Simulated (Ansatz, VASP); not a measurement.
**Al2O3 (corundum): VASP beside Ansatz**

Aim: how closely do two programs agree when they are given the same cell, functional and k mesh? Of the first pair: The cell is taken from a series of runs on this material, whose earlier steps may have relaxed, scaled, displaced or heated it; both programs get it as it stands.

Method: plane waves, with VASP 6.6.1 beside it; relaxation of cell and atoms at PBE with D4, relaxation of cell and atoms at RPBE and relaxation of cell and atoms at PBE, in Ansatz 0.2.0.

## (1) The starting structure

The structure is trigonal, space group R-3c (No. 167). The conventional cell has a = 4.758 Å, b = 4.758 Å, c = 12.990 Å, α = 90.00°, β = 90.00°, γ = 120.00°. Nearest to Al lie 6 O at 1.85 to 1.97 Å. O has 4 Al at 1.85 to 1.97 Å nearest. Farther neighbours and most contacts between anions are not listed.

As a file:

```
Al O
1.0
     2.37908    1.37356    4.32990
    -2.37908    1.37356    4.32990
     0.00000   -2.74712    4.32990
Al O
4 6
Cartesian
  0.0000 0.0000 4.5761
  0.0000 0.0000 1.9187
  0.0000 0.0000 8.4136
  0.0000 0.0000 11.0710
  -0.9221 1.3736 7.5773
  -0.7285 -1.4853 7.5773
  1.6506 0.1118 7.5773
  0.9221 -1.3736 5.4124
  0.7285 1.4853 5.4124
  -1.6506 -0.1118 5.4124
```

## (2) VASP: relaxation of cell and atoms, PBE with D4

The relaxed volume is the usual yardstick between codes: in a stiff, nearly cubic crystal its relative difference is about their pressure difference at one cell divided by the bulk modulus.

Lines of VASP's logs that name or quote its potential files are left out, and so is its time.

File INCAR:

```
SYSTEM = Al2O3
PREC = Accurate
ENCUT = 600
EDIFF = 1E-07
NELM = 120
ISMEAR = -1
SIGMA = 0.05
LREAL = .FALSE.
ALGO = Normal
GGA = PE
IVDW = 13
NBANDS = 34
LORBIT = 11
LWAVE = .FALSE.
LCHARG = .FALSE.
ISIF = 3
IBRION = 2
NSW = 80
EDIFFG = -0.005
LASPH = .TRUE.
GGA_COMPAT = .FALSE.
NELMIN = 4
EFERMI = MIDGAP
KPAR = 2
```

File POSCAR:

```
Al2O3
1.0
    2.3790760000      1.3735600000      4.3299000000
   -2.3790760000      1.3735600000      4.3299000000
    0.0000000000     -2.7471200000      4.3299000000
Al O
4 6
Direct
    0.3522899682      0.3522899682      0.3522899682
    0.1477100318      0.1477100318      0.1477100318
    0.6477100318      0.6477100318      0.6477100318
    0.8522899682      0.8522899682      0.8522899682
    0.5562100580      0.9437899420      0.2500000000
    0.2499999197      0.5562099777      0.9437901026
    0.9437900223      0.2500000803      0.5562098974
    0.4437899420      0.0562100580      0.7500000000
    0.7500000803      0.4437900223      0.0562098974
    0.0562099777      0.7499999197      0.4437901026
```

File KPOINTS:

```
Automatic mesh
0
Gamma
7 7 7
0 0 0
```

Potentials, in the order of the species: Al and O (PBE family, release 64).

Launch:

```console
> mpirun -np 2 vasp_std
```

Numbers of over 12 decimals in the logs are rounded to 6 here.

Output:

```text
[banner, memory and clock lines left out]
running    2 mpi-ranks, on    1 nodes
 distrk:  each k-point on    1 cores,    2 groups
 distr:  one band on    1 cores,    1 groups

 POSCAR found type information on POSCAR AlO
 POSCAR found :  2 types and      10 ions
 LDA part: xc-table for (Slater+PW92), standard interpolation
 POSCAR, INCAR and KPOINTS ok, starting setup
 FFT: planning ... GRIDC
 FFT: planning ... GRID_SOFT
 FFT: planning ... GRID
 WAVECAR not read
 entering main loop
       N       E                     dE             d eps       ncg     rms          rms(c)
DAV:   1     0.257231974804E+03    0.25723E+03   -0.27704E+04  2992   0.151E+03
DAV:   2    -0.685021872038E+02   -0.32573E+03   -0.31346E+03  3862   0.307E+02
DAV:   3    -0.827136854771E+02   -0.14211E+02   -0.14161E+02  3852   0.659E+01
DAV:   4    -0.828296684985E+02   -0.11598E+00   -0.11592E+00  3688   0.684E+00
DAV:   5    -0.828310735688E+02   -0.14051E-02   -0.14048E-02  3726   0.756E-01    0.176E+01
DAV:   6    -0.747047518183E+02    0.81263E+01   -0.29633E+01  3610   0.293E+01    0.600E+00
DAV:   7    -0.747444412079E+02   -0.39689E-01   -0.88521E-01  3652   0.470E+00    0.329E+00
DAV:   8    -0.747626701504E+02   -0.18229E-01   -0.86706E-02  3576   0.230E+00    0.692E-01
DAV:   9    -0.747665604429E+02   -0.38903E-02   -0.22347E-02  3856   0.826E-01    0.315E-01
DAV:  10    -0.747671856780E+02   -0.62524E-03   -0.76098E-04  3342   0.170E-01    0.712E-02
DAV:  11    -0.747671499620E+02    0.35716E-04   -0.35819E-04  3792   0.108E-01    0.227E-02
DAV:  12    -0.747671526287E+02   -0.26667E-05   -0.20497E-05  3542   0.276E-02    0.560E-03
DAV:  13    -0.747671521555E+02    0.47320E-06   -0.32650E-06  3774   0.101E-02    0.116E-03
DAV:  14    -0.747671520522E+02    0.10333E-06   -0.16263E-07  2650   0.252E-03    0.595E-04
DAV:  15    -0.747671521182E+02   -0.65966E-07   -0.11889E-08  1976   0.731E-04
   1 F= -.77474646E+02 E0= -.77474646E+02  d E =-.774746E+02
[...]
2 F= -.77476057E+02 E0= -.77476057E+02  d E =-.141127E-02
[...]
3 F= -.77480990E+02 E0= -.77480990E+02  d E =-.634420E-02
 curvature:  -0.27 expect dE=-0.110E-04 dE for cont linesearch -0.735E-11
 trial: gam= 0.00167 g(F)=  0.358E-04 g(S)=  0.529E-05 ort = 0.815E-06 (trialstep = 0.906E+00)
 search vector abs. value=  0.411E-04
 bond charge predicted
       N       E                     dE             d eps       ncg     rms          rms(c)
DAV:   1    -0.747980758004E+02    0.23919E-03   -0.10043E-03  3076   0.202E-01    0.180E-02
DAV:   2    -0.747980712014E+02    0.45990E-05   -0.15140E-05  3804   0.234E-02    0.745E-03
DAV:   3    -0.747980704694E+02    0.73200E-06   -0.11382E-06  3660   0.642E-03    0.311E-03
DAV:   4    -0.747980703075E+02    0.16195E-06   -0.30335E-07  3082   0.372E-03    0.534E-04
DAV:   5    -0.747980703316E+02   -0.24171E-07   -0.39444E-08  1752   0.127E-03
   4 F= -.77481013E+02 E0= -.77481013E+02  d E =-.229907E-04
 trial-energy change:   -0.000023  1 .order   -0.000021   -0.000037   -0.000005
 step:   1.0062(harm=  1.0456)  dis= 0.00063  next Energy=   -77.481013 (dE=-0.233E-04)
 reached required accuracy - stopping structural energy minimisation
```

Parts of OUTCAR (step 2):

```text
ion  position               nearest neighbor table
   1  0.352  0.352  0.352-   8 1.85  10 1.85   9 1.85   6 1.97   7 1.97   5 1.97   2 2.66   3 2.79
                             3 2.79   3 2.79   2 3.22   2 3.22   2 3.22
   2  0.148  0.148  0.148-   8 1.85   9 1.85  10 1.85   7 1.97   6 1.97   5 1.97   1 2.66   4 2.79
                             4 2.79   4 2.79   1 3.22   1 3.22   1 3.22
   3  0.648  0.648  0.648-   5 1.85   7 1.85   6 1.85   9 1.97  10 1.97   8 1.97   4 2.66   1 2.79
                             1 2.79   1 2.79   4 3.22   4 3.22   4 3.22
   4  0.852  0.852  0.852-   5 1.85   6 1.85   7 1.85  10 1.97   9 1.97   8 1.97   3 2.66   2 2.79
                             2 2.79   2 2.79   3 3.22   3 3.22   3 3.22
   5  0.556  0.944  0.250-   3 1.85   4 1.85   1 1.97   2 1.97
   6  0.250  0.556  0.944-   4 1.85   3 1.85   1 1.97   2 1.97
   7  0.944  0.250  0.556-   3 1.85   4 1.85   2 1.97   1 1.97
   8  0.444  0.056  0.750-   1 1.85   2 1.85   3 1.97   4 1.97
   9  0.750  0.444  0.056-   2 1.85   1 1.85   3 1.97   4 1.97
  10  0.056  0.750  0.444-   1 1.85   2 1.85   4 1.97   3 1.97

  LATTYP: Found a trigonal (rhomboedric) cell.
 ALAT       =     5.1278361613
 COS(alpha) =     0.5694948550

 Subroutine GETGRP returns: Found 12 space group operations
 (whereof  6 operations were pure point group operations)

The static configuration has the point symmetry S_6 .
 The point group associated with its full space group is D_3d.

 Found     44 irreducible k-points:

   k-points           NKPTS =     44   k-points in BZ     NKDIM =     44   number of bands    NBANDS=     34

   dimension x,y,z NGX =    42 NGY =   42 NGZ =   42
   dimension x,y,z NGXF=    84 NGYF=   84 NGZF=   84

   ENCUT  =  600.0 eV  44.10 Ry    6.64 a.u.  10.24 10.24 10.24*2*pi/ulx,y,z

   NELECT =      48.0000    total number of electrons

 k-points in reciprocal lattice and weights: Automatic mesh
   0.00000000  0.00000000  0.00000000       0.003
   0.14285714  0.00000000  0.00000000       0.017
   0.28571429  0.00000000  0.00000000       0.017
   0.42857143  0.00000000  0.00000000       0.017
   0.14285714  0.14285714  0.00000000       0.017
   0.28571429  0.14285714  0.00000000       0.035
   0.42857143  0.14285714  0.00000000       0.035
  -0.42857143  0.14285714 -0.00000000       0.035
  -0.28571429  0.14285714 -0.00000000       0.035
[...]
0.42857143  0.42857143  0.42857143       0.006
  -0.42857143  0.42857143  0.42857143       0.017

 average (electrostatic) potential at core
       1 -71.5795       2 -71.5795       3 -71.5795       4 -71.5795       5 -67.1299
       6 -67.1299       7 -67.1299       8 -67.1299       9 -67.1299      10 -67.1299

 E-fermi :   9.1063

 k-point     1 :       0.0000    0.0000    0.0000
  band No.  band energies     occupation
    ...
     20       5.5592      2.00000
     21       5.5592      2.00000
     22       6.0024      2.00000
     23       6.0024      2.00000
     24       6.0513      2.00000
     25      12.1613      0.00000
     26      15.1119      0.00000
     27      16.6851      0.00000
     28      17.5138      0.00000
     29      17.5138      0.00000
    ...

 k-point     2 :       0.1429    0.0000    0.0000
  band No.  band energies     occupation
    ...
     20       5.3049      2.00000
     21       5.4046      2.00000
     22       5.7467      2.00000
     23       5.9781      2.00000
     24       6.0143      2.00000
     25      12.6399      0.00000
     26      15.4931      0.00000
     27      16.3402      0.00000
     28      17.2870      0.00000
     29      17.3036      0.00000
    ...

 k-point     3 :       0.2857    0.0000    0.0000
  band No.  band energies     occupation
    ...
     20       4.6887      2.00000
     21       5.2645      2.00000
     22       5.5682      2.00000
     23       5.8630      2.00000
     24       5.9105      2.00000
     25      13.7109      0.00000
     26      15.9027      0.00000
     27      16.2381      0.00000
     28      16.6284      0.00000
     29      16.8023      0.00000
    ...

  DFT-D4 for vdW energy calculation

  Edisp (eV):   -2.68294

  Total      -0.00810    -0.00810     0.01588    -0.00000    -0.00000     0.00000
  in kB      -0.15139    -0.15139     0.29689    -0.00000    -0.00000     0.00000
  external pressure =       -0.00 kB  Pullay stress =        0.00 kB

  energy-cutoff  :      600.00
  volume of cell :       85.71
      direct lattice vectors                 reciprocal lattice vectors
     2.387637411  1.378502931  4.340027541     0.209412031  0.120904108  0.076804428
    -2.387637411  1.378502931  4.340027541    -0.209412031  0.120904108  0.076804428
    -0.000000000 -2.757005862  4.340027541     0.000000000 -0.241808215  0.076804428

 POSITION                                       TOTAL-FORCE (eV/Angst)
 -----------------------------------------------------------------------------------
     -0.00000      0.00000      4.58515        -0.000000     -0.000000     -0.002783
     -0.00000      0.00000      1.92489        -0.000000     -0.000000      0.002783
     -0.00000      0.00000      8.43493        -0.000000     -0.000000      0.002783
     -0.00000      0.00000     11.09519        -0.000000     -0.000000     -0.002783
     -0.92448      1.37850      7.59505         0.001157     -0.000000     -0.000000
     -0.73158     -1.48988      7.59505        -0.000579      0.001002      0.000000
      1.65606      0.11137      7.59505        -0.000579     -0.001002      0.000000
      0.92448     -1.37850      5.42503        -0.001157     -0.000000     -0.000000
      0.73158      1.48988      5.42503         0.000579     -0.001002     -0.000000
     -1.65606     -0.11137      5.42503         0.000579      0.001002      0.000000
 -----------------------------------------------------------------------------------
    total drift:                                0.000000     -0.000000      0.000000

  FREE ENERGIE OF THE ION-ELECTRON SYSTEM (eV)
  ---------------------------------------------------
  free  energy   TOTEN  =       -77.4810129506 eV

  energy  without entropy=      -77.4810129506  energy(sigma->0) =      -77.48101295

 reached required accuracy - stopping structural energy minimisation

 total charge
# of ion       s       p       d       tot
------------------------------------------
    1        0.310   0.398   0.000   0.708
    2        0.310   0.398   0.000   0.708
    3        0.310   0.398   0.000   0.708
    4        0.310   0.398   0.000   0.708
    5        1.544   3.642   0.000   5.186
    6        1.544   3.642   0.000   5.186
    7        1.544   3.642   0.000   5.186
    8        1.544   3.642   0.000   5.186
    9        1.544   3.642   0.000   5.186
   10        1.544   3.642   0.000   5.186
--------------------------------------------------
tot         10.505  23.445   0.000  33.950

[... 3 further parts left out ...]
```

CONTCAR:

```
Al2O3
   1.00000000000000
     2.3876374108056519    1.3785029310085071    4.3400275406607189
    -2.3876374108056519    1.3785029310085071    4.3400275406607189
    -0.0000000000000000   -2.7570058620170141    4.3400275406607189
  Al              O
     4     6
Direct
     0.3521597613157815    0.3521597613157815    0.3521597613157815
     0.1478402386842184    0.1478402386842184    0.1478402386842184
     0.6478402386842184    0.6478402386842184    0.6478402386842184
     0.8521597613157816    0.8521597613157816    0.8521597613157816
     0.5564026097931140    0.9435973902068860    0.2500000000000000
     0.2499999196998865    0.5564025294930005    0.9435975508071132
     0.9435974705069995    0.2500000803001135    0.5564024491928868
     0.4435973902068860    0.0564026097931140    0.7500000000000000
     0.7500000803001134    0.4435974705069995    0.0564024491928870
     0.0564025294930005    0.7499999196998866    0.4435975508071131
```

The run keeps the 12 symmetry operations of its start, so it cannot find a distortion of lower symmetry.

(Continued in part 2 of 3.)

[Lines on the potential files, build, host, timing and source positions are cut from VASP's logs without a mark.]

[Logs are printed without paths, hosts, clocks, repeated set-up lines and the standing remarks that a program may print on its own settings, such as how far it seeks lower states.]

[Hosts, paths, dates, database ids (printed as entryN), source tags and the programs' standing remarks are cut or masked in the printed files.]
